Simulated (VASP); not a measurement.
# Ti (P6_3/mmc) in VASP: relaxation of cell and atoms with r2SCAN

Aim: the relaxation of cell and atoms of Ti with r2SCAN.

Program: VASP 6.6.1. These are calculated values, not measurements. Logs are shortened: lines on timing, memory, paths and dates and some standing lists are left out, and cuts for length are marked.

## Step 1: Starting point

The structure is hexagonal, space group P6_3/mmc (No. 194). Conventional cell: a = 2.950 Å, b = 2.950 Å, c = 4.680 Å, α = 90.00°, β = 90.00°, γ = 120.00°. Ti (site symmetry -6m2) is surrounded by 12 Ti at 2.89 to 2.95 Å.

## Step 2: Relaxation of cell and atoms, r2SCAN

Contents of INCAR:

```
SYSTEM = Ti
ALGO = Normal
EDIFF = 1E-7
EDIFFG = -0.004
ENCUT = 600
IBRION = 2
ISIF = 3
ISMEAR = 0
LASPH = .TRUE.
LCHARG = .FALSE.
LMIXTAU = .TRUE.
LREAL = .FALSE.
LWAVE = .FALSE.
METAGGA = R2SCAN
NELM = 100
NSW = 80
PREC = Accurate
SIGMA = 0.1
```

Contents of KPOINTS:

```
k-points
0
G
  13 13 7
  0 0 0
```

Contents of POSCAR:

```
Ti
1.0
    2.9500000000      0.0000000000      0.0000000000
   -1.4750000000      2.5547749400      0.0000000000
    0.0000000000      0.0000000000      4.6800000000
Ti
2
Direct
    0.3333333300      0.6666666700      0.2500000000
    0.6666666700      0.3333333300      0.7500000000
```

Potentials or basis: VASP PAW PBE potentials, release 64 (Ti_sv).

Run with:

```console
$ cat potpaw_PBE.64/Ti_sv/POTCAR > POTCAR
$ mpirun -np 1 vasp_std > vasp.out
```

OUTCAR:

```text
SYSTEM = Ti
   EDIFF = 1E-7
   EDIFFG = -0.004
   ENCUT = 600
   IBRION = 2
   ISIF = 3
   ISMEAR = 0
   LASPH = .TRUE.
   LREAL = .FALSE.
   METAGGA = R2SCAN
   NELM = 100
   NSW = 80
   PREC = Accurate

 ion  position               nearest neighbor table
   1  0.333  0.667  0.250-   2 2.89   2 2.89   2 2.89   2 2.89   2 2.89   2 2.89
   2  0.667  0.333  0.750-   1 2.89   1 2.89   1 2.89   1 2.89   1 2.89   1 2.89

  LATTYP: Found a hexagonal cell.
 ALAT       =     2.9500000000
 C/A-ratio  =     1.5864406780

  Lattice vectors:

 A1 = (   2.9500000000,   0.0000000000,   0.0000000000)
 A2 = (  -1.4750000000,   2.5547749400,   0.0000000000)
 A3 = (   0.0000000000,   0.0000000000,   4.6800000000)

Analysis of symmetry for initial positions (statically):
=====================================================================
 Subroutine PRICEL returns:
 Original cell was already a primitive cell.

 Routine SETGRP: Setting up the symmetry group for a
 hexagonal supercell.

 Subroutine GETGRP returns: Found 24 space group operations
 (whereof 12 operations were pure point group operations)
 out of a pool of 24 trial point group operations.

The static configuration has the point symmetry D_3d.
 The point group associated with its full space group is D_6h.

Analysis of symmetry for dynamics (positions and initial velocities):
=====================================================================
 Subroutine PRICEL returns:
 Original cell was already a primitive cell.

 Routine SETGRP: Setting up the symmetry group for a
 hexagonal supercell.

 Subroutine GETGRP returns: Found 24 space group operations
 (whereof 12 operations were pure point group operations)
 out of a pool of 24 trial point group operations.

The dynamic configuration has the point symmetry D_3d.
 The point group associated with its full space group is D_6h.

 Subroutine INISYM returns: Found 24 space group operations
 (whereof 12 operations are pure point group operations),
 and found     1 'primitive' translations

----------------------------------------------------------------------------------------

                                     Primitive cell

  volume of cell :      35.2712

  direct lattice vectors                    reciprocal lattice vectors
[... 97 lines left out ...]
   PSTRESS=    0.0 pullay stress
   NELECT =      24.0000    total number of electrons
   NUPDOWN=      -1.0000    fix difference up-down
   EMIN   =  10.00;   EMAX   =-10.00  energy-range for DOS
   EFERMI =   0.00;   METHOD = LEGACY
   ISMEAR =     0;   SIGMA  =   0.10  broadening in eV -4-tet -1-fermi 0-gaus
   EFERMI_NEDOS =   21; number of points for ismear=-14 and -15
   IALGO  =     38    algorithm
   IMIX   =      4    mixing-type and parameters
     AMIX     =   0.40;   BMIX     =  1.00
     AMIX_MAG =   1.60;   BMIX_MAG =  1.00
  volume/ion in A,a.u.               =      17.64       119.01
  Fermi-wavevector in a.u.,A,eV,Ry     =   1.439920  2.721055 28.209912  2.073370
  Thomas-Fermi vector in A             =   2.558722
   LORBIT       =      0    0 simple, 1 ext, 2 COOP (PROOUT), +10 PAW based schemes
   METAGGA = R2SCAN    functional components
   LHFCALC =     F    Hartree Fock is set to
   AEXX    =    0.0000 exact exchange contribution
   IVDW    =     0    specifies the selected vdW correction
   LEPSILON=     F    determine dielectric tensor
   LRPA    =     F    only Hartree local field effects (RPA)
 conjugate gradient relaxation of ions
 non-spin polarized calculation
 Gauss-broadening in eV      SIGMA  =   0.10
  energy-cutoff  :      600.00
  volume of cell :       35.27
 maximum number of plane-waves:      1192
 NGX is ok and might be reduce to    24
   NGX = 11   NGY = 11   NGZ = 19

--------------------------------------- Ionic step        1  -------------------------------------------

 number of electron      23.9999997 magnetization

 Free energy of the ion-electron system (eV)
  ---------------------------------------------------
  ext. energy  EPLUGINS =         0.00000000
  ---------------------------------------------------
  free energy    TOTEN  =       -25.90191403 eV

  energy without entropy =      -25.89293952  energy(sigma->0) =      -25.89742677

------------------------ aborting loop because EDIFF is reached ----------------------------------------

  FORCE on cell =-STRESS in cart. coord.  units (eV):
  Direction    XX          YY          ZZ          XY          YZ          ZX
  --------------------------------------------------------------------------------------
  -------------------------------------------------------------------------------------
  Total       -0.3437704     -0.3437704     -0.4607198     -0.0000000     -0.0000000      0.0000000
  in kB      -15.6155975    -15.6155975    -20.9279643     -0.0000000     -0.0000000      0.0000000
  external PRESSURE =     -17.3863864 kB  Pullay stress =       0.0000000 kB
[... 167 lines left out ...]
--------------------------------------- Ionic step        6  -------------------------------------------

 number of electron      23.9999994 magnetization

 Free energy of the ion-electron system (eV)
  ---------------------------------------------------
  ext. energy  EPLUGINS =         0.00000000
  ---------------------------------------------------
  free energy    TOTEN  =       -25.90503629 eV

  energy without entropy =      -25.89620357  energy(sigma->0) =      -25.90061993

 E-fermi :   8.4104     XC(G=0): -12.3981

 val. band max:        8.4085765710   @ k =   0.2308   0.2308   0.4286
 cond. band min:       8.4207977939   @ k =   0.3077   0.3077   0.2857
 fundamental gap:      0.0122212229
 Fermi energy:         8.4104093850

 k-point     1 :       0.0000    0.0000    0.0000
  band No.  band energies     occupation
      1     -50.8382      2.00000
      2     -50.6928      2.00000
      3     -26.4040      2.00000
      4     -25.7326      2.00000
      5     -25.7325      2.00000
      6     -25.6621      2.00000
[... 433 lines left out ...]
      3     -26.3232      2.00000
      4     -25.8290      2.00000
      5     -25.7747      2.00000
      6     -25.7606      2.00000
[... 8 lines left out ...]
     15       9.5932      0.00000
     16      10.0218      0.00000

 [... further k-points ...]

------------------------ aborting loop because EDIFF is reached ----------------------------------------

  FORCE on cell =-STRESS in cart. coord.  units (eV):
  Direction    XX          YY          ZZ          XY          YZ          ZX
  --------------------------------------------------------------------------------------
  -------------------------------------------------------------------------------------
  Total        0.0063346      0.0063346      0.0073795      0.0000000      0.0000000      0.0000000
  in kB        0.2922699      0.2922699      0.3404824      0.0000000      0.0000000      0.0000000
  external PRESSURE =       0.3083407 kB  Pullay stress =       0.0000000 kB
[... 17 lines left out ...]
  FREE ENERGIE OF THE ION-ELECTRON SYSTEM (eV)
  ---------------------------------------------------
  free  energy   TOTEN  =       -25.9050362949 eV

  energy  without entropy=      -25.8962035653  energy(sigma->0) =      -25.90061993

 reached required accuracy - stopping structural energy minimisation
```

CONTCAR:

```text
Ti
   1.00000000000000
     2.9394752121312968   -0.0000000000000000   -0.0000000000000000
    -1.4697376060656484    2.5456602063487650    0.0000000000000000
    -0.0000000000000000   -0.0000000000000000    4.6406064196403420
  Ti
     2
Direct
     0.3333333300000021    0.6666666699999979    0.2500000000000000
     0.6666666699999979    0.3333333300000021    0.7500000000000000

  0.00000000E+00  0.00000000E+00  0.00000000E+00
  0.00000000E+00  0.00000000E+00  0.00000000E+00
```

Wall time 6.3 min (1 thread of Intel Xeon 6975P-C (Granite Rapids), shared host); peak memory 0.2 GiB.

What came out:

```yaml
Free_energy: -25.9050 eV
Relaxed_volume: 17.36 Å³/atom
Relaxed_cell: a = 2.939 Å, b = 2.939 Å, c = 4.641 Å, α = 90.00°, β = 90.00°, γ = 120.00°
Space_group_after_relaxing_to_0.05_Å: P6_3/mmc (No. 194)
Energy_gained_by_relaxing: 1.6 meV/atom
Ionic_steps: 6
Pressure_after_relaxing: 0.0 GPa
Band_gap_on_the_k_mesh: none (metal or under the smearing width)
```

The path:
```csv
step,energy change (eV),largest force (eV/Å),pressure (GPa),volume (Å³)
1,0.0000,0.0000,-1.74,35.27
2,-0.0011,0.0000,1.49,34.30
3,-0.0030,0.0000,0.02,34.73
4,-0.0030,0.0000,0.05,34.72
5,-0.0031,0.0000,0.04,34.72
6,-0.0031,0.0000,0.03,34.73
```

Final structure:
```xyz
2
Lattice="2.9395 0.0000 0.0000 -1.4697 2.5457 0.0000 0.0000 0.0000 4.6406" Properties=species:S:1:pos:R:3 pbc="T T T"
Ti    0.0000    1.6971    1.1602
Ti    1.4697    0.8486    3.4805
```

Levels at points of the mesh, in eV from the Fermi level:
| k point | band 8 | band 9 | band 10 | band 11 | band 12 | band 13 | band 14 | band 15 | band 16 |
| --- | --- | --- | --- | --- | --- | --- | --- | --- | --- |
| (0.00, 0.00, 0.00) | -34.04 | -6.63 | -2.87 | 0.58 | 0.85 | 0.85 | 0.98 | 1.39 | 1.39 |

Caveat: the PAW data sets were made with another functional, which shifts forces and pressure a little.
